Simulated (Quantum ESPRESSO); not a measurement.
Wanted: the native input for a Quantum ESPRESSO 7.5 run.

```yaml
Task: relaxation of cell and atoms
Functional: PBEsol
Potentials_or_basis: SSSP 1.3 efficiency PBE
Cutoff: 857 eV
Density_cutoff: 6884 eV
k_mesh: 10 × 10 × 8
Occupations: fermi-dirac, width 0.05 eV
Spin: no spin polarisation
Target_pressure: 2 GPa
Mixing_beta: 0.5
Most_SCF_iterations: 120
SCF_threshold: 6e-10 Ry
Most_ionic_steps: 40
Forc_conv_thr: 0.0004 Ry/bohr
Etot_conv_thr: 1e-05 Ry
Ion_dynamics: bfgs
Cell_dynamics: bfgs
Press_conv_thr: 0.3 kbar
```

Crystal: MgB2.

```
CELL_PARAMETERS angstrom
3.08500 0.00000 0.00000
-1.54250 2.67169 0.00000
0.00000 0.00000 3.52300
ATOMIC_POSITIONS crystal
Mg 0.00000 0.00000 0.00000
B 0.66667 0.33333 0.50000
B 0.33333 0.66667 0.50000
```

One way to write it, as run:

pw.in

```
&CONTROL
  calculation = 'vc-relax'
  prefix = 'pwscf'
  outdir = './tmp'
  pseudo_dir = './pseudo'
  tprnfor = .true.
  tstress = .true.
  disk_io = 'low'
  nstep = 40
  forc_conv_thr = 0.0004
  etot_conv_thr = 1d-05
/
&SYSTEM
  ibrav = 0
  celldm(1) = 8
  nat = 3
  ntyp = 2
  ecutwfc = 63
  ecutrho = 506
  nbnd = 9
  input_dft = 'pbesol'
  occupations = 'smearing'
  smearing = 'fd'
  degauss = 0.00367493
/
&ELECTRONS
  conv_thr = 6d-10
  electron_maxstep = 120
  mixing_beta = 0.5
/
&IONS
  ion_dynamics = 'bfgs'
/
&CELL
  cell_dynamics = 'bfgs'
  press = 20
  press_conv_thr = 0.3
/
ATOMIC_SPECIES
Mg    24.3050 Mg.pbe-n-kjpaw_psl.0.3.0.UPF
B     10.8100 b_pbe_v1.4.uspp.F.UPF
CELL_PARAMETERS alat
  0.7287256368088   0.0000000000000   0.0000000000000
 -0.3643628184044   0.6310949138713   0.0000000000000
  0.0000000000000   0.0000000000000   0.8321881421321
ATOMIC_POSITIONS crystal
Mg     0.0000000000    0.0000000000    0.0000000000
B      0.6666666667    0.3333333333    0.5000000000
B      0.3333333333    0.6666666667    0.5000000000
K_POINTS automatic
10 10 8 0 0 0
```

Potentials or basis: SSSP 1.3 efficiency PBE.

Run with:

```bash
$ OMP_NUM_THREADS=1 pw.x -in pw.in > pw.out
```

It gave:

```json
{
  "Relaxed volume": "9.32 Å³/atom",
  "Relaxed cell": "a = 3.056 Å, b = 3.056 Å, c = 3.459 Å, α = 90.00°, β = 90.00°, γ = 120.00°",
  "Space group after relaxing (to 0.05 Å)": "P6/mmm (No. 191)",
  "Energy change on relaxing (the enthalpy is what falls)": "-1.8 meV/atom",
  "Ionic steps": "6",
  "Pressure after relaxing": "2.0 GPa",
  "Band gap on the k mesh": "none (metal or under the smearing width)"
}
```

Caveat: the potentials were made for another functional, which shifts forces and pressure.

It took 59 s on 1 thread of Intel(R) Xeon(R) CPU @ 2.80GHz (Skylake/Cascade Lake) (shared host), peak memory 0.09 GiB.
